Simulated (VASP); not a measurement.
Set up this calculation in VASP 6.6.1, as the native input.

```yaml
Task: relaxation of cell and atoms
Functional: PBE
Potentials_or_basis: VASP PAW PBE potentials, release 64 (Hf_pv)
Cutoff: 600 eV
k_mesh: 15 × 15 × 8
Occupations: gaussian, width 0.1 eV
Spin: no spin polarisation
Further_INCAR_settings: ALGO = Normal; EDIFF = 1e-07; IBRION = 2; EDIFFG = -0.004; NSW = 80; ISIF = 3
```

The structure of Hf lies in POSCAR:

```
Hf
1.0
    3.1967000000      0.0000000000      0.0000000000
   -1.5983500000      2.7684234100      0.0000000000
    0.0000000000      0.0000000000      5.0578000000
Hf
2
Direct
    0.3333333300      0.6666666700      0.2500000000
    0.6666666700      0.3333333300      0.7500000000
```

The input as run:

INCAR

```
PREC     = Accurate       # precision mode
ENCUT    = 600            # plane-wave cutoff, eV
EDIFF    = 1E-7           # SCF threshold, eV
ISMEAR   = 0              # smearing method
SIGMA    = 0.1            # smearing width, eV
LREAL    = F              # projectors in reciprocal space
LASPH    = T              # aspherical terms in the spheres
NELM     = 60             # most SCF steps
ALGO     = Normal         # electronic algorithm
ISIF     = 3              # what is computed and relaxed
LWAVE    = F              # write WAVECAR
LCHARG   = F              # write CHGCAR
GGA      = PE             # functional
IBRION   = 2              # ionic algorithm
NSW      = 80             # ionic steps
EDIFFG   = -0.004         # ionic threshold
```

KPOINTS

```
regular mesh
0
Gamma
  15 15 8
```

Potentials or basis: VASP PAW PBE potentials, release 64 (Hf_pv).

Command:

```sh
$ cat potpaw_PBE.64/Hf_pv/POTCAR > POTCAR
$ mpirun -np 1 vasp_std > vasp.out
```

Results of the run:

```
Relaxed volume                         : 22.45 Å³/atom
Relaxed cell                           : a = 3.201 Å, b = 3.201 Å, c = 5.059 Å, α = 90.00°, β = 90.00°, γ = 120.00°
Space group after relaxing (to 0.05 Å) : P6_3/mmc (No. 194)
Energy gained by relaxing              : 0.1 meV/atom
Ionic steps                            : 7
Pressure after relaxing                : 0.0 GPa
Band gap on the k mesh                 : none (metal or under the smearing width)
```

It took 2.8 min on 1 thread of Intel(R) Xeon(R) Platinum 8559C (Emerald Rapids), on a shared host, peak memory 0.25 GiB.
